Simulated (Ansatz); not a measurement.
Si$_{7}$Ge as a strained film

The calculation used Ansatz, DFT r2SCAN, scalar-relativistic, plane waves, PAW. (500 eV cutoff, 8×8×8 k-mesh, Gaussian smearing of 0.02 eV, no spin polarisation)

The relaxed crystal:

```
CELL_PARAMETERS angstrom
5.46797 0.00000 0.00000
0.00000 5.46797 0.00000
0.00000 0.00000 5.46797
ATOMIC_POSITIONS crystal
Si 0.25243 0.25243 0.25243
Si 0.00000 0.50000 0.50000
Si 0.50000 0.50000 0.00000
Si 0.50000 0.00000 0.50000
Si 0.74757 0.25243 0.74757
Si 0.74757 0.74757 0.25243
Si 0.25243 0.74757 0.74757
Ge 0.00000 0.00000 0.00000
```

The a-b plane is strained alike in both directions, as on a substrate, while c and the atoms relax within the symmetry that the strain leaves. Stress is positive in compression; energies are free energies at the smearing used, per atom.

| strain (%) | c (Å) | σ in plane (GPa) | ΔE (meV/atom) |
| --- | --- | --- | --- |
| -4.0 | 5.6273 | 8.15 | 39.68 |
| -2.0 | 5.5482 | 3.84 | 9.60 |
| +0.0 | 5.4680 | 0.03 | 0.00 |
| +2.0 | 5.3890 | -3.35 | 8.71 |
| +4.0 | 5.3083 | -6.29 | 33.67 |

Q: Get the biaxial modulus twice, from the stresses and from the energies of the innermost pair.

A: From stress: M = −Δσ/Δε = (3.84 − (-3.35)) / 0.040 = 180 GPa. Two in-plane directions each store σε/2, so the energy density is Mε²: M = (mean ΔE)/(V ε²) = 9.16 meV / (20.436 Å³ × 0.020²) × 0.16022 GPa Å³/meV = 179 GPa. The two agree.

Q: How well does Mε², with M from the stresses, predict the outermost points?

A: 36.7 meV predicted against 39.7 computed at -4.0 %; 36.7 meV predicted against 33.7 computed at +4.0 %. Compression costs more than stretching, the usual sign of bonds that stiffen as they shorten.

Q: How does c respond, and up to what thickness can a film with 1 % or 2 % misfit stay coherent on a thick substrate?

A: c answers with ε_c = −0.73 ε. In an isotropic solid that ratio is 2ν/(1 − ν), so ν = r/(2 + r) = 0.27. A film of thickness h stores Mε²h per area, 18.0 mJ/m² per nm at 1 %. The Matthews–Blakeslee balance for pure edge misfit dislocations, h = b/(8πf(1 + ν)) × (ln(h/b) + 1), with b taken as the in-plane vector a = 5.47 Å, solved by iteration, gives 5.8 nm at f = 1 % and 2.0 nm at 2 %. This is an isotropic estimate in which the moduli cancel; the real Burgers vector, glide system, anisotropy and slow kinetics can shift it by a factor of a few, mostly upward.